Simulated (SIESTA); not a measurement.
**Zr in SIESTA: the effect of functional**

Slab: Zr, a slab with vacuum.

```
CELL_PARAMETERS angstrom
3.13501 0.00000 0.00000
-1.04500 2.95572 0.00000
0.00000 0.00000 25.23891
ATOMIC_POSITIONS crystal
Zr 0.50000 0.50000 0.29716
Zr 0.00000 0.00000 0.39858
Zr 0.50000 0.50000 0.50000
Zr 0.00000 0.00000 0.60142
Zr 0.50000 0.50000 0.70284
```

The slab is cut from a database's or a generator's crystal, which needn't be the stable form of the element.

Alike in all runs:

| Property | Result |
| --- | --- |
| Program | SIESTA 5.4.2 |
| Task | band structure |
| Potentials or basis | PseudoDojo 0.4 standard (PBE files) |
| Basis | DZP (energy shift 0.003 Ry; two zetas on semicore shells) |
| Grid cutoff | 800 Ry |
| Energy shift | 0.003 Ry |
| k mesh | 9 × 9 × 1 |
| Occupations | fermi-dirac, width 0.05 eV |
| Spin | no spin polarisation |

| functional | largest force (eV/Å) |
| --- | --- |
| PBE | 0.54 |
| vdW-DF | 0.46 |
| vdW-DF2 | 0.46 |
| optB88-vdW | 0.61 |
| vdW-DF-C09 | ? |

Question: What does the run with functional vdW-DF-C09 give?

Answer: Largest force 0.76 eV/Å.

Caveats: the potentials were made for another functional, which shifts forces and pressure (some runs).
